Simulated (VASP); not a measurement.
The system is Mg.

```
CELL_PARAMETERS angstrom
3.20930 0.00000 0.00000
-1.60465 2.77934 0.00000
0.00000 0.00000 5.21030
ATOMIC_POSITIONS crystal
Mg 0.66667 0.33333 0.75000
Mg 0.33333 0.66667 0.25000
```

| Property | Result |
| --- | --- |
| Program | VASP 6.6.1 |
| Task | relaxation of cell and atoms |
| Functional | revPBE |
| Potentials or basis | VASP PAW PBE potentials, release 64 (Mg) |
| Cutoff | 600 eV |
| k mesh | 10 × 10 × 5 |
| Occupations | fermi-dirac, width 0.05 eV |
| Spin | no spin polarisation |

At the start: pressure 0.4 GPa; volume 23.24 Å³/atom.

Task: How do energy, volume and symmetry change on relaxing?

Result: Over 7 steps the energy falls by 2.6 meV/atom and the volume is 23.52 Å³/atom (+1.2 %); space group P6_3/mmc (No. 194, to 0.05 Å).

The path:
```tsv
step	energy change (eV)	largest force (eV/Å)	pressure (GPa)	volume (Å³)
1	0.0000	0.0000	0.37	46.47
2	-0.0022	0.0000	0.11	46.84
3	-0.0035	0.0000	-0.64	47.92
4	-0.0042	0.0000	-0.33	47.46
5	-0.0052	0.0000	-0.15	47.23
6	-0.0052	0.0000	-0.16	47.24
7	-0.0053	0.0000	-0.01	47.04
```

Final structure:
```xyz
2
Lattice="3.1907 0.0000 0.0000 -1.5954 2.7632 0.0000 0.0000 0.0000 5.3349" Properties=species:S:1:pos:R:3 pbc="T T T"
Mg    1.5954    0.9211    4.0012
Mg    0.0000    1.8422    1.3337
```

Caveat: the PAW data sets were made with another functional, which shifts forces and pressure a little.
